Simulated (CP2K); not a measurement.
Input of a CP2K 2026.2 run:

File tan_bands.inp:

```
&GLOBAL
  PROJECT tan_bands
  RUN_TYPE ENERGY_FORCE
  PRINT_LEVEL LOW
&END GLOBAL
&FORCE_EVAL
  METHOD QS
  STRESS_TENSOR ANALYTICAL
  &DFT
    BASIS_SET_FILE_NAME BASIS_MOLOPT_UZH
    POTENTIAL_FILE_NAME POTENTIAL_UZH
    &MGRID
      CUTOFF 450
      REL_CUTOFF 60
      NGRIDS 5
    &END MGRID
    &QS
      METHOD GPW
      EPS_DEFAULT 1.0E-9
    &END QS
    &KPOINTS
      SCHEME MONKHORST-PACK 10 10 10
      GAMMA_CENTERED T
      SYMMETRY T
      SYMMETRY_BACKEND SPGLIB
    &END KPOINTS
    &SCF
      SCF_GUESS ATOMIC
      EPS_SCF 1.0E-6
      MAX_SCF 100
      ADDED_MOS 13
      CHOLESKY OFF
      EPS_EIGVAL 1.0E-7
      &DIAGONALIZATION ON
        ALGORITHM STANDARD
      &END DIAGONALIZATION
      &MIXING ON
        METHOD BROYDEN_MIXING
        ALPHA 0.4
        BETA 1.5
        NBUFFER 8
      &END MIXING
      &SMEAR ON
        METHOD FERMI_DIRAC
        ELECTRONIC_TEMPERATURE [K] 116.045
      &END SMEAR
    &END SCF
    &XC
      &XC_FUNCTIONAL
        &GGA_X_PBE
        &END GGA_X_PBE
        &GGA_C_PBE
        &END GGA_C_PBE
      &END XC_FUNCTIONAL
    &END XC
    &PRINT
      &KPOINTS ON
      &END KPOINTS
      &MULLIKEN ON
      &END MULLIKEN
      &MO ON
        ENERGIES T
        OCCUPATION_NUMBERS T
        &EACH
          QS_SCF 0
        &END EACH
        ADD_LAST NUMERIC
      &END MO
      &BAND_STRUCTURE
        FILE_NAME bands.bs
        ADDED_MOS 4
        &KPOINT_SET
          UNITS B_VECTOR
          NPOINTS 10
          SPECIAL_POINT GAMMA 0.00000000 0.00000000 0.00000000
          SPECIAL_POINT X 0.50000000 0.00000000 0.50000000
          SPECIAL_POINT W 0.50000000 0.25000000 0.75000000
          SPECIAL_POINT K 0.37500000 0.37500000 0.75000000
          SPECIAL_POINT GAMMA 0.00000000 0.00000000 0.00000000
          SPECIAL_POINT L 0.50000000 0.50000000 0.50000000
          SPECIAL_POINT U 0.62500000 0.25000000 0.62500000
          SPECIAL_POINT W 0.50000000 0.25000000 0.75000000
          SPECIAL_POINT L 0.50000000 0.50000000 0.50000000
          SPECIAL_POINT K 0.37500000 0.37500000 0.75000000
        &END KPOINT_SET
        &KPOINT_SET
          UNITS B_VECTOR
          NPOINTS 10
          SPECIAL_POINT U 0.62500000 0.25000000 0.62500000
          SPECIAL_POINT X 0.50000000 0.00000000 0.50000000
        &END KPOINT_SET
      &END BAND_STRUCTURE
    &END PRINT
  &END DFT
  &SUBSYS
    &CELL
      ABC 3.1272829774 3.1272829774 3.1272829774
      ALPHA_BETA_GAMMA 59.9999999998 59.9999999996 59.9999999995
      PERIODIC XYZ
    &END CELL
    &COORD
      Ta  3.1272829774 1.8055376688 1.2767079293
      N   0.0000000000 0.0000000000 0.0000000000
    &END COORD
    &KIND Ta
      BASIS_SET TZVP-MOLOPT-PBE-GTH-q13
      POTENTIAL GTH-PBE-q13
    &END KIND
    &KIND N
      BASIS_SET TZVP-MOLOPT-PBE-GTH-q5
      POTENTIAL GTH-PBE-q5
    &END KIND
    &PRINT
      &ATOMIC_COORDINATES ON
      &END ATOMIC_COORDINATES
      &CELL ON
      &END CELL
    &END PRINT
  &END SUBSYS
  &PRINT
    &FORCES ON
    &END FORCES
    &STRESS_TENSOR ON
    &END STRESS_TENSOR
  &END PRINT
&END FORCE_EVAL
```

Potentials or basis: POTENTIAL_UZH Ta GTH-PBE-q13, N GTH-PBE-q5; TZVP-MOLOPT-PBE-GTH basis.

Command:

```console
$ OMP_NUM_THREADS=2 cp2k.psmp -i tan_bands.inp -o tan_bands.out
```

What does it give for the Mulliken charges?

Ta +1.39; N -1.39 e.

What does it give for the band gap on the k mesh?

None (metal or under the smearing width).

Levels at the corners of the path, in eV from the Fermi level:
```
point  band 7  band 8  band 9  band 10  band 11  band 12
    Γ   -3.92   -3.92   -2.06    -2.06    -2.06     0.07
    X   -5.37   -4.69   -4.69     2.08     3.46     3.46
    W   -6.74   -6.74   -0.24    -0.24     3.47     3.91
    K   -6.78   -6.14   -2.25     2.38     2.48     4.42
    Γ   -3.92   -3.92   -2.06    -2.06    -2.06     0.07
    L   -7.47   -7.47    1.86     1.86     1.95     3.61
    U   -6.78   -6.14   -2.25     2.38     2.48     4.42
    W   -6.74   -6.74   -0.24    -0.24     3.47     3.91
    L   -7.47   -7.47    1.86     1.86     1.95     3.61
    K   -6.78   -6.14   -2.25     2.38     2.48     4.42
    U   -6.78   -6.14   -2.25     2.38     2.48     4.42
    X   -5.37   -4.69   -4.69     2.08     3.46     3.46
```

Caveat: spin-orbit coupling is left out, which moves the levels of the heavy elements; the basis of atomic orbitals isn't converged, which shifts pressures, moduli and gaps.
